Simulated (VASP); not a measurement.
Write the native input for VASP 6.6.1 that does the following.

```yaml
Task: single point
Functional: r2SCAN
Potentials_or_basis: VASP PAW PBE potentials, release 64 (Sb)
Cutoff: 520 eV
k_mesh: 20 × 20 × 20
Occupations: gaussian, width 0.15 eV
Spin: no spin polarisation
Dipole_correction: no
Further_INCAR_settings: ALGO = Normal; EDIFF = 1e-06; NBANDS = 8
```

The system is Sb.

```xyz
1
Lattice="-1.8713 1.8713 1.8713 1.8713 -1.8713 1.8713 1.8713 1.8713 -1.8713" Properties=species:S:1:pos:R:3 pbc="T T T"
Sb    0.0000    0.0000    0.0000
```

This isn't the form of Sb at room conditions, which is rhombohedral.

The input as run:

POSCAR

```
Sb
1.0
   -1.8713408863      1.8713408863      1.8713408863
    1.8713408863     -1.8713408863      1.8713408863
    1.8713408863      1.8713408863     -1.8713408863
Sb
1
Direct
    0.0000000000      0.0000000000      0.0000000000
```

INCAR.step1

```
SYSTEM = Sb
  PREC = Accurate
  ENCUT = 520
  ISMEAR = 0
  SIGMA = 0.15
  LREAL = .False.
  LASPH = .True.
  NELM = 100
  NBANDS = 8
  GGA = PE
  ALGO = Normal
  EDIFF = 1E-4
  LWAVE = .True.
  LCHARG = .False.
```

INCAR.step2

```
SYSTEM = Sb
  PREC = Accurate
  ENCUT = 520
  EDIFF = 1E-6
  ISMEAR = 0
  SIGMA = 0.15
  LREAL = .False.
  LASPH = .True.
  NELM = 100
  ALGO = Normal
  ISIF = 2
  LWAVE = .False.
  LCHARG = .False.
  METAGGA = R2SCAN
  LMIXTAU = .True.
  NBANDS = 8
  ISTART = 1
```

KPOINTS

```
Automatic mesh
0
Gamma
  20 20 20
  0 0 0
```

Potentials or basis: VASP PAW PBE potentials, release 64 (Sb).

The run is started by

```bash
$ cat potpaw_PBE.64/Sb/POTCAR > POTCAR
$ cp INCAR.step1 INCAR
$ mpirun -np 1 vasp_std > vasp.out
$ cp INCAR.step2 INCAR
$ mpirun -np 1 vasp_std > vasp.out
```

Results of the run:

```json
{
 "Pressure": "1.7 GPa",
 "Band gap on the k mesh": "none (metal or under the smearing width)"
}
```

Caveat: the PAW data sets were made with another functional, which shifts forces and pressure a little.

It took 110 s on 1 thread of Intel(R) Xeon(R) Platinum 8488C (Sapphire Rapids), on a shared host, peak memory 0.18 GiB.
